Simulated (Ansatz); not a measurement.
# NbP (I4_1md) in Ansatz: further runs, part 2 of 2

Ansatz 0.2.0. Earlier steps stand in the parts before.

## Step 3: Phonons, PBEsol

File input.yaml:

```yaml
crystal:
  lattice:
    - [-1.6749232544, 1.6749232544, 5.7401081759]
    - [1.6749232544, -1.6749232544, 5.7401081759]
    - [1.6749232544, 1.6749232544, -5.7401081759]
  atoms:
    - { symbol: Nb, position: [0.2498808, 0.7498808, 0.5] }
    - { symbol: Nb, position: [0.4998808, 0.4998808, 0.0] }
    - { symbol: P, position: [0.83274777, 0.33274777, 0.5] }
    - { symbol: P, position: [0.08274777, 0.08274777, 0.0] }
kpoints:
  mp_grid: { grid: [11, 11, 11] }
scf:
  occupations: { method: fermi_dirac, width: 0.05 }
hamiltonian:
  xc: pbesol
  pseudopotentials: { kind: all_electron, lapw: { basis_error: 0.002 } }
output: {}
phonons:
  method: fd
  supercell: [1, 1, 1]
```

Potentials or basis: all-electron LAPW, scalar-relativistic.

Run with:

```console
ansatz run input.yaml --threads 2 --pin off --max-ram 8192MiB --backend cpu --events-out ev --progress --plain --runs-dir out
```

What it wrote:

```text
Warning: RAYON_NUM_THREADS=2 ignored (pool sized by the plan → 2); use --threads N
LAPW: plane waves up to 7.655 Å⁻¹, error target 2.0e-3 eV per atom; small_component_spin mean_spin; P in spheres of 1.100 Å, 13 of its electrons in bands, Dirac shells []; Nb in spheres of 1.371 Å, 29 of its electrons in bands, Dirac shells [] (how accurate: hamiltonian.pseudopotentials.lapw.basis_error, Limitations)
Engine: ansatz 0.2.0, aarch64-unknown-linux-gnu
Pseudopotentials: kind: all_electron
Pseudopotential: Nb, LAPW, valence charge 29, lapw/all_electron/scalar/gaussian/Nb, Koelling and Harmon's equation, gaussian nucleus
Pseudopotential: P, LAPW, valence charge 13, lapw/all_electron/scalar/gaussian/P, Koelling and Harmon's equation, gaussian nucleus
Functional definition: PBEsol
  exchange = pbesol_x
  correlation = pbesol_c
Crystal: 4 atoms, lattice volume = 64.412 Å³
Basis set: ecut = 223.27357469885948 eV, 485 PW (Γ), FFT grids on a1+a3, a2+a3, a3, exchange–correlation at level 2
Bands: 51, of which v1, the nominal top of the filled ones, is band 42 counted from 1 (41 counted from 0)
[... 88 lines left out ...]
  E_kinetic    = 233590.801037
  E_xc         = -7598.323375
  E_electrostatic = -452361.353221  (all electrons and nuclei)
  E_smearing   = -0.005584  (= −TS)
  E_closure    = 0.000000  (closes the sum)
  E_atoms      = -226331.216448  (free atoms, spherical and without spin; not in F)
  Σ components = -226368.881143   (vs F -226368.881143, Δ=0.00e0)
  Basis errors (estimates in eV, not in F): energy 7.2e-4 per atom: plane waves 6.7e-4 (3.8e-4 summed), levels above the bands 1.3e-56, relativity 2.0e-8, radial functions 5.5e-5, core shells 4.2e-7; eigenvalues (radial functions only) 1.9e-6; not estimated: angular momenta, meshes, grids; target (lapw.basis_error) 2.0e-3; muffin-tin radii P 1.100 Å, Nb 1.371 Å
--- Forces (eV/Å), atoms counted from 1 ---
  atom   1  Nb    -0.00000000    -0.00000000     0.01712750
  atom   2  Nb    -0.00000000     0.00000000     0.01712750
  atom   3  P      0.00000000     0.00000000    -0.01712691
  atom   4  P      0.00000000     0.00000000    -0.01712691
  max |Σ_I F_I| component: 1.18e-6 eV/Å
--- Band table (eV; the first three rows and the last of 126) ---
  k-point 0: bands = ["-326.4025", "-326.4025", "-326.3893", "-326.3893", "-326.3884", "-326.3884", "-176.2597", "-176.2597", "-176.2584", "-176.2584", "-176.2540", "-176.2540", "-176.2464", "-176.2464", "-176.2455", "-176.2455", "-151.1576", "-151.1576", "-101.9034", "-101.9034", "-101.8937", "-101.8937", "-101.8905", "-101.8905", "-38.2632", "-38.2258", "-14.5652", "-14.3624", "-14.3624", "-14.2188", "-14.2188", "-14.1795", "3.8587", "6.2737", "10.3855", "13.5289", "14.3337", "14.3337", "14.4082", "14.8301", "15.2110", "15.2110", "17.3875", "18.1539", "19.1970", "19.7005", "19.7005", "19.9525", "20.6249", "20.6249", "22.4280"]
  k-point 1: bands = ["-326.4025", "-326.4025", "-326.3893", "-326.3893", "-326.3884", "-326.3884", "-176.2597", "-176.2597", "-176.2584", "-176.2584", "-176.2540", "-176.2540", "-176.2464", "-176.2464", "-176.2455", "-176.2455", "-151.1576", "-151.1576", "-101.9034", "-101.9034", "-101.8937", "-101.8937", "-101.8905", "-101.8905", "-38.2597", "-38.2239", "-14.5539", "-14.3853", "-14.3795", "-14.2422", "-14.2357", "-14.1767", "4.0808", "6.3445", "10.5079", "13.2005", "14.1504", "14.1692", "14.2406", "14.6778", "15.2875", "15.4206", "17.0635", "17.6542", "19.2434", "19.2481", "20.0640", "20.2767", "20.5337", "21.1430", "23.0618"]
  k-point 2: bands = ["-326.4025", "-326.4025", "-326.3893", "-326.3893", "-326.3884", "-326.3884", "-176.2597", "-176.2597", "-176.2584", "-176.2584", "-176.2540", "-176.2540", "-176.2464", "-176.2464", "-176.2455", "-176.2455", "-151.1576", "-151.1576", "-101.9034", "-101.9034", "-101.8937", "-101.8937", "-101.8905", "-101.8905", "-38.2500", "-38.2188", "-14.5281", "-14.4435", "-14.4188", "-14.2954", "-14.2791", "-14.1792", "4.6795", "6.4846", "10.9376", "12.4158", "13.1211", "13.6685", "13.7924", "14.8454", "15.7002", "15.7990", "16.8050", "17.0085", "18.7277", "19.5858", "20.5847", "20.6183", "20.7328", "21.9511", "24.2950"]
  k-point 125: bands = ["-326.4025", "-326.4025", "-326.3893", "-326.3893", "-326.3884", "-326.3884", "-176.2597", "-176.2597", "-176.2584", "-176.2584", "-176.2540", "-176.2540", "-176.2464", "-176.2464", "-176.2455", "-176.2455", "-151.1576", "-151.1576", "-101.9034", "-101.9034", "-101.8937", "-101.8937", "-101.8905", "-101.8905", "-38.2435", "-38.2428", "-14.4091", "-14.3744", "-14.3683", "-14.3574", "-14.2282", "-14.2086", "4.9164", "4.9398", "12.4213", "12.5728", "13.4383", "13.7299", "13.8949", "14.3466", "15.6187", "16.1625", "17.4313", "18.2350", "18.5699", "18.9039", "20.0579", "20.1515", "20.8906", "21.5951", "23.3129"]
--- Phonons: 4 displaced members + reference (amplitude 0.01 Å, Σ member SCF iterations 37) ---
  symmetry images taken by strict's conditions (phonons.symmetry_images: auto; settled by no image being taken that strict refuses)
  ASR residual: 9.260e-4 → 0.000e0 eV/Å²; symmetrization residual: 2.227e-3 eV/Å²
  largest component of a force at the reference: 1.7e-2 eV/Å
  ASR residual per site (eV/Å²): 9.11e-4 9.11e-4 9.26e-4 9.26e-4
  Γ frequencies (cm⁻¹): 0.00 0.00 0.00 179.58 179.58 242.28 313.73 313.73 341.52 341.52 360.90 374.87
  density of states and harmonic sums: on the 19×19×26 q-mesh, interpolated from the force constants of a 1×1×1 supercell (no non-analytic term)
  largest difference from the sums on the solved wave vectors: F 4.27e-1 eV, S 6.85e-4 and C_V 2.58e-4 eV/K
  zero-point energy: 0.185735 eV/cell   skipped modes (ω ≤ 0): 3   left out of the sums: 2.66e-5 of the cell's modes: C_V's classical limit lies that fraction below 3 k_B per atom; for a crystal, a wire or a layer, F and S can be off by more, and a phonons.interpolated_qmesh denser along its periods is the remedy for the sampling
```

phdos.tsv:

```text
# omega_inv_cm	omega_thz	g_bin_mean(omega)[modes/inv_cm]
# format = ansatz-phdos/2
# interpolated_qmesh = 19 19 26
# force_constants_supercell = 1 1 1
# lo_to_splitting: not included (the non-analytic LO-TO correction is not applied to the interpolated dynamical matrix; polar crystals: no LO-TO splitting at GAMMA, and LO and other optical branches, acoustic branches and sound speeds, and with them the density of states and the thermodynamics, can be off between the wave vectors that the force constants were sampled on, most near GAMMA; a larger extent of the force constants narrows that region and is not shown to mend the acoustic slopes)
# g_bin_mean(omega): the modes in a bin one row spacing wide, centred on omega, divided by that spacing. A flat band (one whose frequency is the same at every q-point) is counted whole in the row whose bin holds it (on the edge of two bins, in the lower row). The modes of the run's own cell are the sum of g_bin_mean times the row spacing in inv_cm (a plain sum, not the trapezoid rule); for a one-atom cell on a GAMMA-only q-mesh every row is zero, so that sum is 0, not 3
0.000000	0.000000	8.801520e-9
0.749742	0.022477	2.288395e-7
1.499485	0.044953	8.625490e-7
2.249227	0.067430	1.918731e-6
2.998969	0.089907	3.397387e-6
3.748711	0.112384	5.298515e-6
[... 493 lines left out ...]
374.121388	11.215877	1.728535e-2
374.871130	11.238354	3.810234e-3
```

phthermo.tsv:

```text
# format = ansatz-phthermo/1
# interpolated_qmesh = 19 19 26
# force_constants_supercell = 1 1 1
# non_analytic_term = not included (the non-analytic LO-TO correction is not applied to the interpolated dynamical matrix; polar crystals: no LO-TO splitting at GAMMA, and LO and other optical branches, acoustic branches and sound speeds, and with them the density of states and the thermodynamics, can be off between the wave vectors that the force constants were sampled on, most near GAMMA; a larger extent of the force constants narrows that region and is not shown to mend the acoustic slopes)
# zero_point_energy_ev = 1.8573479020e-1
# n_skipped_modes = 3
# share_of_modes_left_out = 2.6635414447e-5
# rigid_motions_known_by = geometry
# t_k	f_vib_ev	s_ev_per_k	c_v_ev_per_k
0.0000	1.8573479020e-1	0.0000000000e0	0.0000000000e0
10.0000	1.8573452226e-1	1.3085196401e-7	4.6539984888e-7
20.0000	1.8572860791e-1	1.3426004873e-6	4.4639197014e-6
30.0000	1.8569834914e-1	5.3981627003e-6	1.9110211039e-5
40.0000	1.8560221277e-1	1.4940038080e-5	5.2002622370e-5
50.0000	1.8537547840e-1	3.1640463215e-5	1.0189589992e-4
[... 93 lines left out ...]
990.0000	-1.0925307095e0	2.1500782970e-3	1.0216724095e-3
1000.0000	-1.1140829233e0	2.1603476783e-3	1.0219164640e-3
```

Run time: 25 min. Hardware: 2 threads of Arm Neoverse V2, shared host; peak memory 3.3 GiB.

Results:

```yaml
Free_energy: -226368.8811 eV
Largest_force: 0.017 eV/Å
Band_gap_on_the_k_mesh: none (metal or under the smearing width)
Highest_phonon_frequency_at_Γ: 375 cm⁻¹
```

Forces on the atoms (eV/Å):
```
Nb   0.000  0.000  0.017
Nb   0.000  0.000  0.017
P    0.000  0.000 -0.017
P    0.000  0.000 -0.017
```

Phonon frequencies in cm⁻¹ (negative: imaginary):
| q point | frequencies |
| --- | --- |
| (0.000, 0.000, 0.000) | 0 0 0 180 180 242 314 314 342 342 361 375 |

Caveat: a metal's response needs a denser mesh.

## Step 4: Band structure, PBEsol (strain_xy = 0)

Edit input.yaml of step 3 so:

```diff
@@ -12,2 +12,13 @@
   mp_grid: { grid: [11, 11, 11] }
+  band_path:
+    path:
+      - [0.0, 0.0, 0.0]
+      - [-0.5, 0.5, 0.0]
+      - [-0.5, 0.5, -0.0425715708]
+      - [-0.2712857854, 0.2712857854, -0.2712857854]
+      - [0.0, 0.0, 0.0]
+      - [0.5, 0.5, -0.5]
+      - [0.2712857854, 0.7287142146, -0.7287142146]
+      - [0.0, 0.5, -0.5]
+    npoints: 12
 scf:
@@ -17,5 +28,5 @@
   pseudopotentials: { kind: all_electron, lapw: { basis_error: 0.002 } }
-output: {}
-phonons:
-  method: fd
-  supercell: [1, 1, 1]
+output:
+  forces: true
+  stress: true
+  eigenvalues: true
```

Run with:

```console
ansatz run input.yaml --threads 2 --pin off --max-ram 8192MiB --backend cpu --events-out ev --progress --plain --runs-dir out
```

It took 74 s on 2 threads of Arm Neoverse V2, shared host; peak memory 0.74 GiB.

Results (log left out):

```
Free energy             : -226368.8813 eV
Pressure                : -6.4 GPa
Largest force           : 0.017 eV/Å
Band gap along the path : none (metal or under the smearing width)
```

Forces in eV/Å, atoms in the order of the input:
```
Nb   0.000  0.000  0.017
Nb   0.000  0.000  0.017
P    0.000  0.000 -0.017
P    0.000  0.000 -0.017
```

Stress tensor (GPa, compression positive):
```
-6.30  0.00  0.00
 0.00 -6.30  0.00
 0.00  0.00 -6.53
```

Levels at the corners of the path, in eV from the Fermi level:
| point | band 38 | band 39 | band 40 | band 41 | band 42 | band 43 | band 44 | band 45 | band 46 | band 47 |
| --- | --- | --- | --- | --- | --- | --- | --- | --- | --- | --- |
| Γ | -2.22 | -2.14 | -1.72 | -1.34 | -1.34 | 0.83 | 1.60 | 2.64 | 3.15 | 3.15 |
| X | -4.62 | -2.83 | -2.83 | -0.44 | -0.44 | 2.96 | 2.96 | 3.06 | 3.06 | 4.01 |
| Y | -4.56 | -2.81 | -2.81 | -0.48 | -0.48 | 2.75 | 2.75 | 3.13 | 3.13 | 3.99 |
| S | -3.16 | -2.27 | -2.19 | -1.47 | -0.15 | 0.13 | 1.63 | 2.38 | 2.67 | 3.16 |
| Γ | -2.22 | -2.14 | -1.72 | -1.34 | -1.34 | 0.83 | 1.60 | 2.64 | 3.15 | 3.15 |
| Z | -2.69 | -2.68 | -2.68 | -0.50 | -0.50 | 1.19 | 1.19 | 2.30 | 2.30 | 3.56 |
| S1 | -3.16 | -2.27 | -2.19 | -1.47 | -0.15 | 0.13 | 1.63 | 2.38 | 2.67 | 3.16 |
| N | -3.19 | -2.29 | -1.87 | -1.52 | -0.12 | 0.07 | 1.31 | 2.43 | 2.63 | 3.27 |

## Step 5: Overview

```tsv
task	potentials or basis	cell	cutoff (eV)	basis error allowed	gap on the mesh (eV)	pressure (GPa)	largest force (eV/Å)
density of states	all-electron PAW datasets made for the crystal	as given	240	-	none	-6.4	0.02
phonons	all-electron LAPW, scalar-relativistic	as given	223	0.002 eV/atom	none	-	0.02
band structure	all-electron LAPW, scalar-relativistic	strain_xy = 0	207	0.002 eV/atom	-	-6.4	0.02
```

Alike in all rows: level PBEsol; no spin polarisation; k mesh 11 × 11 × 11; smearing fermi-dirac 0.05 eV.

Caveats: the program warned that the printed levels may be off, so bands, gaps and densities of states are rough (some runs); a metal's response needs a denser mesh (some runs).

Compare energies only between runs with the same functional and basis.
